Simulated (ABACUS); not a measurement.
Input of an ABACUS 3.10.1 run:

The input INPUT:

```
INPUT_PARAMETERS
suffix              Ti
calculation         scf
basis_type          pw
pseudo_dir          ./
symmetry            1
dft_functional      pbe
ecutwfc             84
pseudo_rcut         10
nspin               1
nbands              10
ks_solver           dav
smearing_method     fd
smearing_sigma      0.00367493
scf_thr             1e-08
scf_nmax            100
mixing_type         broyden
mixing_beta         0.7
cal_force           1
cal_stress          1
kpar                4
```

The input STRU:

```
ATOMIC_SPECIES
Ti 47.8670 Ti.upf

LATTICE_CONSTANT
1.8897261246

LATTICE_VECTORS
0.0217680000 1.9986910000 2.0313150000
2.0064570000 0.0029940000 2.0500890000
2.0395050000 2.0505140000 -0.0300550000

ATOMIC_POSITIONS
Direct

Ti
0.0
1
-0.0156700000 0.0038100000 0.0066290000 1 1 1
```

Contents of KPT:

```
K_POINTS
0
Gamma
11 11 11 0 0 0
```

Potentials or basis: PseudoDojo NC SR 0.4.1 PBE standard, plane waves.

The run is started by

```console
$ OMP_NUM_THREADS=1 mpirun -np 4 abacus > log
```

Predict the band gap on the k mesh.

none (metal or under the smearing width).

What does it give for the pressure?

4.4 GPa.

Stress tensor (GPa, compression positive):
```
 4.98 -1.87  0.20
-1.87  4.74  1.54
 0.20  1.54  3.56
```
